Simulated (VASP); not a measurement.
MoSe2:

```xyz
6
Lattice="3.2880 0.0000 0.0000 -1.6440 2.8475 0.0000 0.0000 0.0000 12.9000" Properties=species:S:1:pos:R:3 pbc="T T T"
Mo    0.0000    1.8983    3.2250
Mo    1.6440    0.9492    9.6750
Se    0.0000    1.8983    8.0625
Se    1.6440    0.9492    1.6125
Se    0.0000    1.8983   11.2875
Se    1.6440    0.9492    4.8375
```

| Item | Value |
| --- | --- |
| Program | VASP 6.6.1 |
| Task | relaxation of cell and atoms |
| Functional | PBE |
| Dispersion | D3(BJ) |
| Potentials or basis | VASP PAW PBE potentials, release 64 (Mo_sv, Se) |
| Cutoff | 600 eV |
| k mesh | 9 × 9 × 2 |
| Occupations | gaussian, width 0.03 eV |
| Spin | no spin polarisation |

At the start: pressure 4.5 GPa; volume 20.13 Å³/atom.

Problem. Where does the relaxation end?

Solution. Over 14 steps the energy falls by 24.1 meV/atom and the volume is 19.74 Å³/atom (-1.9 %); space group P6_3/mmc (No. 194, to 0.05 Å).

The path:
```
step  energy change (eV)  largest force (eV/Å)  pressure (GPa)  volume (Å³)
   1              0.0000                1.1441            4.52       120.78
   2              0.2308                1.2853           -9.26       130.92
   3             -0.1073                0.1481           -1.23       124.27
   4             -0.1075                0.1809           -1.04       124.14
   5             -0.1225                0.1168           -0.28       122.48
   6             -0.1232                0.0997           -0.06       122.02
   7             -0.1275                0.0908           -0.06       121.61
   8             -0.1379                0.0632           -0.04       120.35
   9             -0.1435                0.0013            0.20       117.83
  10             -0.1443                0.0241            0.12       118.56
  11             -0.1444                0.0212            0.12       118.46
  12             -0.1443                0.0191            0.13       118.39
  13             -0.1425                0.1161           -0.76       118.94
  14             -0.1444                0.0004            0.01       118.46
```

Final structure:
```
CELL_PARAMETERS angstrom
3.27866 0.00000 0.00000
-1.63933 2.83941 0.00000
0.00000 0.00000 12.72501
ATOMIC_POSITIONS crystal
Mo 0.33333 0.66667 0.25000
Mo 0.66667 0.33333 0.75000
Se 0.33333 0.66667 0.61833
Se 0.66667 0.33333 0.11833
Se 0.33333 0.66667 0.88167
Se 0.66667 0.33333 0.38167
```
